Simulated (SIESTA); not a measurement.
## Bi2Se3 (Paraguanajuatite) under changes of volume

One of the cells (28.378 Å³/atom); the others are scaled copies at fixed shape and fractional positions:

```
Bi Se
1.0
     2.07150    1.19598    9.54533
    -2.07150    1.19598    9.54533
     0.00000   -2.39196    9.54533
Bi Se
2 3
Cartesian
  0.0000 0.0000 17.1587
  0.0000 0.0000 11.4773
  0.0000 0.0000 22.5738
  0.0000 0.0000 6.0622
  0.0000 0.0000 0.0000
```

- Program: SIESTA 5.4.2
- Functional: PBE
- Potentials or basis: PseudoDojo 0.4 standard (PBE files)
- Basis: SZ (energy shift 0.003 Ry)
- Grid cutoff: 500 Ry
- Energy shift: 0.003 Ry
- k mesh: 6 × 6 × 6
- Occupations: fermi-dirac, width 0.05 eV
- Spin: no spin polarisation

| volume (Å³/atom) | energy over the lowest point (meV/atom) | pressure (GPa) | largest force (eV/Å) |
| --- | --- | --- | --- |
| 26.675 | 195.46 | 15.4 | 2.195 |
| 27.243 | 145.02 | 13.1 | 1.942 |
| 27.810 | 102.59 | 10.9 | 1.707 |
| 28.378 | 68.61 | 9.0 | 1.482 |
| 28.946 | 40.00 | 7.2 | 1.276 |
| 29.513 | ? | ? | ? |
| 30.081 | 0.00 | 4.2 | 0.898 |

Q: What does the run at 29.513 Å³/atom give?

A: Energy over the lowest point 17.34 meV/atom; pressure 5.6 GPa; largest force 1.083 eV/Å.

Worked out: A Birch-Murnaghan fit of order 3 (a polynomial in V^(-2/3)) to the other rows has no minimum within the range. It gives 17.65 meV/atom at 29.513 Å³/atom, against the run's 17.34, and -dE/dV = 5.6 GPa, against 5.6.

Energies are extrapolated to zero smearing.

Caveats: the basis has no polarisation orbitals; the basis of atomic orbitals isn't converged, which shifts pressures, moduli and gaps; forces of over 1 eV/Å show positions far from the minimum, so gaps and moduli don't describe the material at rest (some runs).
